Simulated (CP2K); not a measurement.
Crystal: KMgF3.

```
K Mg F
1.0
     3.98590    0.00000    0.00000
     0.00000    3.98590    0.00000
     0.00000    0.00000    3.98590
K Mg F
1 1 3
Cartesian
  1.9929 1.9929 1.9929
  0.0000 0.0000 0.0000
  0.0000 0.0000 1.9929
  0.0000 1.9929 0.0000
  1.9929 0.0000 0.0000
```

Base run:

* Program: CP2K 2026.2
* Functional: PBE
* Potentials or basis: POTENTIAL_UZH K GTH-PBE-q9, Mg GTH-PBE-q10, F GTH-PBE-q7; TZVP-MOLOPT-PBE-GTH basis
* Density cutoff: 19048 eV
* k mesh: 7 × 7 × 7
* Occupations: gaussian, width 0.02 eV
* Spin: no spin polarisation

Its results: band gap on the k mesh 7.31 eV, indirect (least direct gap 7.62 eV); pressure 5.2 GPa.

Task: The run is repeated on the same cell with these changes: functional from PBE to PBEsol; occupations from gaussian, width 0.02 eV to gaussian, width 0.1 eV. What comes out?

Result: Band gap on the k mesh 7.09 eV, indirect (least direct gap 7.40 eV); pressure 2.0 GPa.

Caveats: an odd mesh through Γ misses points on the zone boundary, where band edges often lie; the basis of atomic orbitals isn't converged, which shifts pressures, moduli and gaps; the potentials were made for another functional, which shifts forces and pressure (some runs).

Not every run made on this cell is shown here.
